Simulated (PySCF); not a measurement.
**Basis set benchmark on one molecule**

Molecule: `CC(=O)O`, C₂H₄O₂.

Geometry:
```json
{"atom": "C1", "x (Å)": "-0.921", "y (Å)": "-0.034", "z (Å)": "-0.272"}
{"atom": "C2", "x (Å)": "0.467", "y (Å)": "0.297", "z (Å)": "0.187"}
{"atom": "O3", "x (Å)": "0.846", "y (Å)": "1.377", "z (Å)": "0.553"}
{"atom": "O4", "x (Å)": "1.272", "y (Å)": "-0.778", "z (Å)": "0.164"}
{"atom": "H5", "x (Å)": "-1.416", "y (Å)": "-0.653", "z (Å)": "0.492"}
{"atom": "H6", "x (Å)": "-1.490", "y (Å)": "0.891", "z (Å)": "-0.416"}
{"atom": "H7", "x (Å)": "-0.891", "y (Å)": "-0.622", "z (Å)": "-1.200"}
{"atom": "H8", "x (Å)": "2.133", "y (Å)": "-0.478", "z (Å)": "0.493"}
```

Geometry PBE0-D3(BJ)/def2-SVP throughout; GIAO in PySCF 2.14, gas phase, one conformer, non-relativistic; equivalent atoms averaged; functional PBE0.

Reference values (measured; solution, C6D5Cl, 298 K; Fulmer et al., Organometallics 2010, 29, 2176): δ(H5/H6/H7) = 1.76 ppm, δ(C2) = 175.7 ppm, δ(C1) = 20.4 ppm. Computed shifts are taken against TMS, calculated as an isolated molecule at each level.

Question: How do the basis sets STO-3G, 6-31G, pcSseg-0, 6-31G*, def2-SVP, cc-pVDZ, pcSseg-1, aug-cc-pVDZ, 6-311+G(2d,p), def2-TZVP, cc-pVTZ, IGLO-III, pcSseg-2 perform against the reference? Times are CPU seconds on shared hosts with different chips, so compare them loosely.

Answer: 
```csv
basis set,functions,H5/H6/H7,C2,C1,abs. error H,mean abs. error C,core-s
STO-3G,24,1.91,115.3,20.7,0.15,30.3,0.9
6-31G,44,2.16,165.0,21.0,0.40,5.6,1.8
pcSseg-0,44,2.46,185.6,23.7,0.70,6.6,3.6
6-31G*,64,1.83,158.0,18.8,0.07,9.6,2.4
def2-SVP,76,1.76,163.7,17.6,0.00,7.4,2.7
cc-pVDZ,76,1.75,164.0,18.9,0.01,6.6,6.1
pcSseg-1,88,2.00,173.4,20.1,0.24,1.3,4.7
aug-cc-pVDZ,128,2.02,168.1,18.6,0.26,4.7,11
"6-311+G(2d,p)",132,1.94,172.7,18.9,0.18,2.2,5.2
def2-TZVP,148,1.90,174.1,19.3,0.14,1.3,6.5
cc-pVTZ,176,1.92,172.6,19.0,0.16,2.2,17
IGLO-III,180,1.97,177.4,19.8,0.21,1.2,16
pcSseg-2,200,1.96,179.1,20.1,0.20,1.9,22
```

For 1H the closest is def2-SVP (0.00 ppm, with cc-pVDZ practically level) and the furthest pcSseg-0 (0.70 ppm).

For 13C the closest is IGLO-III (1.2 ppm, with pcSseg-1, def2-TZVP practically level) and the furthest STO-3G (30.3 ppm). Where a smaller basis beats a larger one, errors probably cancel; the largest sets show where the functional converges. One molecule is a small sample, and vibrational and solvent effects are absent from the calculation.

A small basis that lands close on one nucleus may do so by chance; judge by the trend and by all nuclei.
